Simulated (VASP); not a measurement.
Crystal: CoO.

```
CELL_PARAMETERS angstrom
1.50547 0.86918 2.43993
-1.50547 0.86918 2.43993
0.00000 -1.73837 2.43993
ATOMIC_POSITIONS crystal
Co 0.00000 0.00000 0.00000
O 0.50000 0.50000 0.50000
```

The cell is a database's computed one.

Base run:

```yaml
Program: VASP 6.6.1
Functional: PBE
Potentials_or_basis: VASP PAW PBE potentials, release 64 (Co, O)
Cutoff: 520 eV
k_mesh: 11 × 11 × 11
Occupations: fermi-dirac, width 0.05 eV
Spin: collinear spin, ferromagnetic start
Starting_moments: "[2.0, 0.0] μB"
```

Its results: band gap on the k mesh none (metal or under the smearing width); pressure -0.6 GPa; net moment 2.87 μB per cell; site moments Co +2.54; O +0.29 μB.

Q: The run is repeated on the same cell with these changes: potentials or basis from VASP PAW PBE potentials, release 64 (Co, O) to VASP PAW PBE potentials, release 64 (Co_GW, O_GW); cutoff from 520 eV to 550 eV; occupations from fermi-dirac, width 0.05 eV to gaussian, width 0.1 eV. What comes out?

A: Band gap on the k mesh none (metal or under the smearing width); pressure -1.2 GPa; net moment 2.89 μB per cell; site moments Co +2.53; O +0.30 μB.

Caveats: a cell with one magnetic atom can't hold antiferromagnetic order, which such compounds often take; semilocal functionals often make such compounds metallic where correlation or magnetic order opens a gap, which also shifts bond lengths.
